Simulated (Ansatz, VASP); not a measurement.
**N in VASP and in Ansatz**

Contents of POSCAR:

```
N
1.0
    4.0840619700      0.0000000000      0.0000000000
    0.0000000000      4.0840619700      0.0000000000
    0.0000000000      0.0000000000      5.3459132500
N
4
Direct
    0.9042752000      0.9042752000      0.0000000000
    0.5957248000      0.4042752000      0.5000000000
    0.0957248000      0.0957248000      0.0000000000
    0.4042752000      0.5957248000      0.5000000000
```

Contents of INCAR.step1:

```
SYSTEM = N
PREC     = Accurate       ! precision mode
ENCUT    = 520            ! plane-wave cutoff, eV
ISMEAR   = -1             ! smearing method
SIGMA    = 0.03           ! smearing width, eV
LREAL    = .FALSE.        ! projectors in reciprocal space
LASPH    = .TRUE.         ! aspherical terms in the spheres
NELM     = 100            ! most SCF steps
NBANDS   = 18             ! bands
GGA      = PE             ! functional
ALGO     = Normal         ! electronic algorithm
EDIFF    = 1E-4           ! SCF threshold, eV
LWAVE    = .TRUE.         ! write WAVECAR
LCHARG   = .FALSE.        ! write CHGCAR
```

INCAR.step2

```
SYSTEM = N
PREC     = Accurate       ! precision mode
ENCUT    = 520            ! plane-wave cutoff, eV
EDIFF    = 1E-8           ! SCF threshold, eV
ISMEAR   = -1             ! smearing method
SIGMA    = 0.03           ! smearing width, eV
LREAL    = .FALSE.        ! projectors in reciprocal space
LASPH    = .TRUE.         ! aspherical terms in the spheres
NELM     = 100            ! most SCF steps
ALGO     = Normal         ! electronic algorithm
ISIF     = 2              ! what is computed and relaxed
LWAVE    = .FALSE.        ! write WAVECAR
LCHARG   = .FALSE.        ! write CHGCAR
METAGGA  = R2SCAN         ! meta-GGA
LMIXTAU  = .TRUE.       
LEFG     = .TRUE.       
NBANDS   = 18             ! bands
ISTART   = 1
```

Contents of KPOINTS:

```
regular mesh
0
G
  7 7 5
  0 0 0
```

Input for Ansatz:

```yaml
crystal:
  lattice:
    - [4.08406197, 0.0, 0.0]
    - [0.0, 4.08406197, 0.0]
    - [0.0, 0.0, 5.34591325]
  atoms:
    - { symbol: "N", position: [0.9042752, 0.9042752, 0.0] }
    - { symbol: "N", position: [0.5957248, 0.4042752, 0.5] }
    - { symbol: "N", position: [0.0957248, 0.0957248, 0.0] }
    - { symbol: "N", position: [0.4042752, 0.5957248, 0.5] }
kpoints:
  mp_grid: { grid: [7, 7, 5] }
  band_path:
    path:
      - [0.0, 0.0, 0.0]
      - [0.0, 0.5, 0.0]
      - [0.5, 0.5, 0.0]
      - [0.0, 0.0, 0.0]
      - [0.0, 0.0, 0.5]
      - [0.0, 0.5, 0.5]
      - [0.5, 0.5, 0.5]
      - [0.0, 0.0, 0.5]
      - [0.0, 0.5, 0.0]
    npoints: 8
scf:
  occupations: { method: fermi_dirac, width: 0.03 }
hamiltonian:
  xc: r2scan
  pseudopotentials: { kind: all_electron, datasets: crystal }
output:
  forces: true
  stress: true
  eigenvalues: true
  efg: { contact_densities: true }
```

Alike in both runs: task electric field gradients; functional r2SCAN; k mesh 7 × 7 × 5; occupations fermi-dirac, width 0.03 eV; no spin polarisation.

```csv
,VASP,Ansatz
version,VASP 6.6.1,Ansatz 0.2.0
potentials or method,"VASP PAW PBE potentials, release 64 (N)","all-electron PAW with datasets made for the crystal, scalar-relativistic"
plane-wave cutoff (eV),520,see its input
```

|  | VASP | Ansatz | Ansatz less VASP |
| --- | --- | --- | --- |
| gap on the k mesh at the Fermi level (eV) | 7.57 | 7.63 | +0.052 |
| pressure (GPa) | 0.0 | -2.5 | -2.46 |
| largest component of the traceless stress (GPa) | 0.22 | 2.56 | +2.333 |
| rms of the force components (eV/Å) | 0.095 | 1.125 | +1.0298 |
| Vzz of the field gradient on the site that differs most (V/Å²) | -126.6 | -114.2 | +12.39 |

Atom by atom the forces differ by 1.220 eV/Å (rms over components). One of these differences is far larger than is usual between the two programs; its cause wasn't traced. Ansatz ran all-electron here, so the differences hold the error of VASP's frozen core and of both bases.

Caveats: the standard files for N, O and F lose accuracy on very short bonds; the PAW data sets were made with another functional, which shifts forces and pressure a little (VASP); an odd mesh through Γ misses points on the zone boundary, where band edges often lie. r2SCAN opens gaps a little over a GGA but as a rule still falls short of measured ones.
